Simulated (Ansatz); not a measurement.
A (100) slab of WC (P-6m2 (No. 187)), 10 planes, outer planes W (top) and C (bottom), with 10 atoms (W5C5) in a surface cell of A = 8.196 Å², as cut from the bulk:

```yaml
crystal:
  lattice:
    - [2.82761, 0.00000, 0.00000]
    - [0.00000, 2.89841, 0.00000]
    - [0.00000, 0.00000, 25.87710]
  atoms:
    - { symbol: C, position: [0.50000, 0.00000, 0.28983] }
    - { symbol: W, position: [0.00000, 0.50000, 0.32217] }
    - { symbol: C, position: [0.50000, 0.50000, 0.38683] }
    - { symbol: W, position: [0.00000, 0.00000, 0.41917] }
    - { symbol: C, position: [0.50000, 0.00000, 0.48383] }
    - { symbol: W, position: [0.00000, 0.50000, 0.51617] }
    - { symbol: C, position: [0.50000, 0.50000, 0.58083] }
    - { symbol: W, position: [0.00000, 0.00000, 0.61317] }
    - { symbol: C, position: [0.50000, 0.00000, 0.67783] }
    - { symbol: W, position: [0.00000, 0.50000, 0.71017] }
```

Level of theory: Ansatz 0.2.0, DFT PBEsol, scalar-relativistic, plane waves, PAW. Plane waves to 420 eV, a k mesh through Γ of 12×12×1 on the computed 10-atom cell and Gaussian smearing (0.10 eV); no spin polarisation. A dipole correction removes the field between periodic images along c.

Against the same 10 atoms in the bulk, the slab as cut lies 4.450 eV higher and the relaxed slab 4.099 eV higher.

Q: Work out the surface energy before and after relaxation.

A: The slab has two faces, so γ = (E_slab − N·E_bulk)/(2A), the mean of both. As cut: 4.450/(2 × 8.196) = 0.2715 eV/Å², and 1 eV/Å² = 16.02 J/m², so γ = 4.35 J/m². Relaxed: 4.099/(2 × 8.196) = 0.2501 eV/Å² = 4.01 J/m². Relaxation recovers 8 % of the cost of cutting.

Q: What is the ideal work of this cut, per area?

A: Griffith's ideal work is 2γ: 8.70 J/m² if the new faces stay rigid, 8.01 J/m² if they relax. Other cuts parallel to this plane can cost less. One thickness was run, 10 planes, so γ can still shift with it.